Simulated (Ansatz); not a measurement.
## Ni: relaxation of cell and atoms with PBEsol

Crystal: Ni.

```
Ni
1.0
     0.00000    1.73757    1.73757
     1.73757    0.00000    1.73757
     1.73757    1.73757    0.00000
Ni
1
Direct
  0.00000 0.00000 0.00000
```

```json
{
 "Program": "Ansatz 0.2.0",
 "Task": "relaxation of cell and atoms",
 "Functional": "PBEsol",
 "Potentials or basis": "all-electron LAPW, scalar-relativistic",
 "Basis error allowed": "0.001 eV/atom",
 "k mesh": "13 × 13 × 13",
 "Occupations": "fermi-dirac, width 0.05 eV",
 "Spin": "collinear spin, ferromagnetic start",
 "Starting moments": "[1.0] μB",
 "Target pressure": "10 GPa"
}
```

```yaml
Relaxed_volume: 9.98 Å³/atom
Relaxed_cell: a = 2.417 Å, b = 2.417 Å, c = 2.417 Å, α = 60.00°, β = 60.00°, γ = 60.00°
Space_group_after_relaxing_to_0.05_Å: Fm-3m (No. 225)
Energy_change_on_relaxing_the_enthalpy_is_what_falls: +11.1 meV/atom
Ionic_steps: 5
Pressure_after_relaxing: 10.0 GPa
Net_moment: 0.63 μB per cell
Absolute_moment: 0.70 μB per cell
Site_moments: Ni +0.65 μB
```

Step by step:
```tsv
step	energy change (eV)	largest force (eV/Å)	volume (Å³)
1	0.0000	0.0000	10.49
2	0.0012	0.0000	10.21
3	0.0126	0.0000	9.96
4	0.0111	0.0000	9.98
5	0.0111	0.0000	9.98
```

Final structure:
```
Ni
1.0
     0.00000    1.70897    1.70897
     1.70897    0.00000    1.70897
     1.70897    1.70897    0.00000
Ni
1
Direct
  0.00000 0.00000 0.00000
```

Run time: 21 s on 2 threads of Intel(R) Xeon(R) Platinum 8488C (Sapphire Rapids), with other jobs on the host, peak memory 0.41 GiB.
